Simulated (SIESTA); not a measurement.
The system is Si2Ni.

```xyz
3
Lattice="0.0000 2.7030 2.7030 2.7030 0.0000 2.7030 2.7030 2.7030 0.0000" Properties=species:S:1:pos:R:3 pbc="T T T"
Ni    0.0000    0.0000    0.0000
Si    4.0545    4.0545    4.0545
Si    1.3515    1.3515    1.3515
```

Base run:

- Program: SIESTA 5.4.2
- Functional: PBE
- Potentials or basis: PseudoDojo 0.4 standard (PBE files)
- Basis: DZP (energy shift 0.003 Ry; two zetas on semicore shells)
- Grid cutoff: 800 Ry
- Energy shift: 0.003 Ry
- k mesh: 9 × 9 × 9
- Occupations: fermi-dirac, width 0.05 eV
- Spin: collinear spin, ferromagnetic start
- Starting moments: [1.0, 0.0, 0.0] μB

Its results: band gap on the k mesh none (metal or under the smearing width); pressure 3.9 GPa; net moment 0.00 μB per cell.

**Question.** After a change of settings the same cell gave: band gap on the k mesh none (metal or under the smearing width); pressure 11.8 GPa; net moment 0.00 μB per cell. Which change was it?
A. functional from PBE to vdW-DF-cx
B. functional from PBE to AM05; potentials or basis from PseudoDojo 0.4 standard (PBE files) to PseudoDojo 0.4 standard (PBEsol files)
C. functional from PBE to BLYP
D. functional from PBE to LDA; potentials or basis from PseudoDojo 0.4 standard (PBE files) to PseudoDojo 0.4 standard (LDA files)

**Answer.** C.

BLYP binds less tightly than PBE, so the same cell stands under more pressure.

Caveats: short orbitals over semicore shells can move pressures by several GPa; the basis of atomic orbitals isn't converged, which shifts pressures, moduli and gaps; the potentials were made for another functional, which shifts forces and pressure (some runs).

Not every run made on this cell is shown here.
